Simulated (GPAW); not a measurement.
Ta:

```
Ta
1.0
    -1.71384    1.66380    1.60595
     1.69320   -1.68230    1.60382
     1.68622    1.65469   -1.62445
Ta
1
Direct
  0.00000 0.00000 0.00000
```

The cell isn't the ideal one: cell sheared at random, sigma 0.03, atoms nudged by 0.01 Å.

Base run:

```yaml
Program: GPAW 26.7.0
Functional: r2SCAN
Potentials_or_basis: GPAW PAW data sets (gpaw-data 1.2.1)
Cutoff: 600 eV
Basis: pw
k_mesh: 11 × 11 × 11
Occupations: fermi-dirac, width 0.05 eV
Spin: no spin polarisation
```

Its results: band gap on the k mesh none (metal or under the smearing width); pressure 1.7 GPa.

**Question.** The run is repeated on the same cell with these changes: functional from r2SCAN to revPBE; potentials or basis from GPAW PAW data sets (gpaw-data 1.2.1) to the program's PAW data sets (release 1.2.1) made for this functional, other valence; valence electrons from 13 to 5. What comes out?

**Answer.** Band gap on the k mesh none (metal or under the smearing width); pressure 8.5 GPa.

Caveats: the PAW data sets were made with another functional, which shifts forces and pressure a little (some runs).
